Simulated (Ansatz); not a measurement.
Entries from a set of simulations; values are calculated unless marked as measured.

```cif
data_sic
_symmetry_space_group_name_H-M 'P6_3mc'
_symmetry_Int_Tables_number 186
_cell_length_a 3.0735
_cell_length_b 3.0735
_cell_length_c 5.0452
_cell_angle_alpha 90.000
_cell_angle_beta 90.000
_cell_angle_gamma 120.000
_cell_volume 41.27
loop_
_atom_site_label
_atom_site_type_symbol
_atom_site_symmetry_multiplicity
_atom_site_Wyckoff_symbol
_atom_site_fract_x
_atom_site_fract_y
_atom_site_fract_z
_atom_site_occupancy
Si1 Si 2 b 0.33333 0.66667 0.49960 1
C1 C 2 b 0.33333 0.66667 0.87540 1
_calc_subject 'SiC (P6_3mc): band gap by G0W0 on HSE06'
_calc_method 'G0W0 on HSE06, plane waves, PAW; PAW set soft_1 (and 1 further level or step)'
_calc_program 'Ansatz 0.2.0'
_calc_settings_of_one_run 'cutoff 420 eV, 6×6×4 k-mesh, PAW set soft 1, empty bands 123, screening cutoff 120 eV, screening contour deformation, QP bands (v2, c2)'
_calc_cost '2 runs, 40 s in all on 1 × NVIDIA H100 80GB HBM3 (shared by 6 runs) with 3 threads of AMD EPYC 7R13 (Zen 3), shared host (the runs of this entry)'
_calc_notes 'In doubt: masses and optical values from hybrid runs of this build are listed as unsure (in some of the runs), which bears on the screening that GW takes from such a start. The cell and positions are those that the Materials Project relaxed with its own functionals (PBE, PBE+U or r2SCAN), kept fixed. The differences hold parts that these runs do not separate: finite bands, cutoffs and mesh, points of the zone that were not corrected, the start of G0W0, spin-orbit coupling missing from it, static nuclei, no electron-hole attraction, a cell that is not a measured one, and what each experiment reads as the gap. How much each gives is not known from the steps shown.'
_calc_hse06_gap_over_mesh_and_listed_points '3.158 eV, from k = Γ to k = (0.333, 0.333, 0.000)'
_calc_g0w0_hse06_gap_over_12_of_21_irreducible_mesh_points '3.373 eV, from k = Γ to k = (0.333, 0.333, 0.000)'
_calc_gw_settings '6×6×4 mesh, 123 empty bands, screening to 120 eV, PAW set soft_1 files'
_calc_known_limits 'finite bands, screening cutoff and k mesh; no spin-orbit coupling in G0W0'
```

```cif
data_sic
_symmetry_space_group_name_H-M 'P6_3mc'
_symmetry_Int_Tables_number 186
_cell_length_a 3.0735
_cell_length_b 3.0735
_cell_length_c 5.0452
_cell_angle_alpha 90.000
_cell_angle_beta 90.000
_cell_angle_gamma 120.000
_cell_volume 41.27
loop_
_atom_site_label
_atom_site_type_symbol
_atom_site_symmetry_multiplicity
_atom_site_Wyckoff_symbol
_atom_site_fract_x
_atom_site_fract_y
_atom_site_fract_z
_atom_site_occupancy
Si1 Si 2 b 0.33333 0.66667 0.49960 1
C1 C 2 b 0.33333 0.66667 0.87540 1
_calc_subject 'Quasiparticle gap of SiC (P6_3mc)'
_calc_method 'DFT, PBE, plane waves, PAW; PAW set soft_1 (and 1 further level or step)'
_calc_program 'Ansatz 0.2.0'
_calc_settings_of_one_run 'cutoff 420 eV, 12×12×6 k-mesh, smearing width 0.02 eV, PAW set soft 1'
_calc_cost '2 runs, 18 s in all on 1 × NVIDIA H100 80GB HBM3 (shared by 6 runs) with 3 threads of AMD EPYC 7R13 (Zen 3), shared host (the runs of this entry)'
_calc_notes 'The cell and positions are those that the Materials Project relaxed with its own functionals (PBE, PBE+U or r2SCAN), kept fixed. From 51 bands and 60 eV to 273 bands and 200 eV the gap moves by 3.152 − 2.696 = +0.456 eV (rung by rung 2.696, 2.988, 3.152 eV); bands and screening cutoff rise together, so their parts are not told apart. A line in one over the bands through the two highest rungs gives 3.152 + (3.152 − 2.988) × 131 / (273 − 131) = 3.303 eV, and through the pair below 2.988 + (2.988 − 2.696) × 51 / (131 − 51) = 3.174 eV. The two differ by 0.129 eV, not under the 0.030 eV asked, so the law does not hold well over these rungs and the limit is not known. The differences hold parts that these runs do not separate: finite bands, cutoffs and mesh, points of the zone that were not corrected, the start of G0W0, spin-orbit coupling missing from it, static nuclei, no electron-hole attraction, a cell that is not a measured one, and what each experiment reads as the gap. How much each gives is not known from the steps shown.'
_calc_pbe_gap_over_mesh_and_path '2.274 eV, from k = Γ to k = (0.333, 0.333, 0.000)'
_calc_g0w0_pbe_gap_over_12_of_21_irreducible_mesh_points '3.152 eV, from k = Γ to k = (0.333, 0.333, 0.000)'
_calc_gw_settings '6×6×4 mesh, 265 empty bands, screening to 200 eV, PAW set soft_1 files'
_calc_known_limits 'finite bands, screening cutoff and k mesh; no spin-orbit coupling in G0W0'
```

[Paths, hosts, dates, memory and timing lines, banners, echoed tables and standing remarks are left out of the program output.]

[Logs are printed without paths, hosts, clocks, repeated set-up lines and the standing remarks that a program may print on its own settings, such as how far it seeks lower states.]

[Runs of the session that timed out or met a known fault of the program may be left out.]

[Cells called generated may have been cut or substituted from an entry of the Crystallography Open Database or the Materials Project.]

[Hosts, paths, dates, database ids (printed as entryN), source tags and the programs' standing remarks are cut or masked in the printed files.]
